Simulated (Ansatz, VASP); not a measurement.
CdInS2: VASP beside Ansatz

```
CELL_PARAMETERS angstrom
3.86950 0.00000 0.00000
-1.93475 3.35108 0.00000
0.00000 0.00000 6.81053
ATOMIC_POSITIONS crystal
In 0.00000 0.00000 0.50000
Cd 0.00000 0.00000 0.00000
S 0.33333 0.66667 0.24495
S 0.66667 0.33333 0.75505
```

The cell comes from a database or a generator and needn't be the stable form of this composition.

Alike in both runs: functional PBE; dispersion D4; k mesh 8 × 8 × 4; occupations fermi-dirac, width 0.02 eV; no spin polarisation.

|  | VASP | Ansatz |
| --- | --- | --- |
| version | VASP 6.6.1 | Ansatz 0.2.0 |
| potentials or method | VASP PAW PBE potentials, release 64 (In_d, Cd, S), cutoff 520 eV | all-electron PAW datasets made for the crystal |
| task | single point | electron localisation function |

```csv
,VASP,Ansatz,Ansatz less VASP
gap on the k mesh at the Fermi level (eV),none,none,-
pressure (GPa),-2.5,-2.7,-0.13
largest component of the traceless stress (GPa),0.13,0.10,-0.029
rms of the force components (eV/Å),0.014,0.024,+0.0102
dispersion energy (meV/atom),-360.0,-360.2,-0.16
```

Atom by atom the forces differ by 0.010 eV/Å (rms over components). A gap of «none» marks a metal or a gap that the smearing closes. Ansatz ran all-electron here, so the differences hold the error of VASP's frozen core and of both bases.

Caveats: pairwise dispersion overbinds metals, which lowers pressure and volume.
